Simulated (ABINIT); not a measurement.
Set up this calculation in ABINIT 10.8.3 (patched build), as the native input.

- Task: band structure
- Functional: PBE
- Potentials or basis: PseudoDojo NC SR PBE v0.4 stringent
- Cutoff: 1252 eV
- k mesh: 10 × 10 × 10
- Occupations: fermi-dirac, width 0.05 eV
- Spin: no spin polarisation

Crystal: MgO.

```
Mg O
1.0
     2.93802    0.00000    0.00000
    -1.46901    2.54440    0.00000
     0.00000    0.00000    2.67968
Mg O
1 1
Direct
  0.00000 0.00000 0.00000
  0.33333 0.66667 0.50000
```

Measurements of this composition are mostly on another form, of space group No. 225.

One way to write it, as run:

run.abi

```
# Datasets: ground state, then fixed potential
ndtset 2

# Pseudopotentials
pp_dirpath "./"
pseudos "Mg.upf, O.upf"

# Structure
acell 3*1.0 Angstrom
rprim
     2.9380209034     0.0000000000     0.0000000000
    -1.4690104517     2.5444007392     0.0000000000
     0.0000000000     0.0000000000     2.6796800000
ntypat 2
znucl 12 8
natom 2
typat 1 2
xred
     0.0000000000     0.0000000000     0.0000000000
     0.3333333333     0.6666666667     0.5000000000

# Plane-wave basis
ecut 46.0

# Exchange and correlation
ixc 11

# Bands and occupations
occopt 3
tsmear 0.00183747

# SCF cycle
nstep 100

# Output
iomode 3
prtwf 0
prteig 0
prtebands 0
prtden1 1

# Dataset 1
kptopt1 1
ngkpt1 10 10 10
nshiftk1 1
shiftk1 0.0 0.0 0.0
nband1 12
tolvrs1 1.0e-10

# Dataset 2: bands along G-M-K-G-A-L-H-A
iscf2 -2
getden2 1
nband2 18
nbdbuf2 4
tolwfr2 1.0e-11
kptopt2 -7
ndivsm2 5
prteig2 1
kptbounds2
     0.0000000000     0.0000000000     0.0000000000
     0.5000000000     0.0000000000     0.0000000000
     0.3333333333     0.3333333333     0.0000000000
     0.0000000000     0.0000000000     0.0000000000
     0.0000000000     0.0000000000     0.5000000000
     0.5000000000     0.0000000000     0.5000000000
     0.3333333333     0.3333333333     0.5000000000
     0.0000000000     0.0000000000     0.5000000000
```

Potentials or basis: PseudoDojo NC SR PBE v0.4 stringent.

The run is started by

```sh
$ abinit run.abi > log 2>&1
```

Results of the run:

* Pressure: 0.0 GPa
* Band gap on the k mesh: 3.03 eV, indirect (least direct gap 3.43 eV)
* Band gap along the path: 3.02 eV, indirect (least direct gap 3.43 eV)
* Valence electrons inside the program's atomic spheres: Mg 8.36; O 6.25

Wall time 77 s on 1 thread of Arm Neoverse V1, on a shared host, peak memory 0.1 GiB.
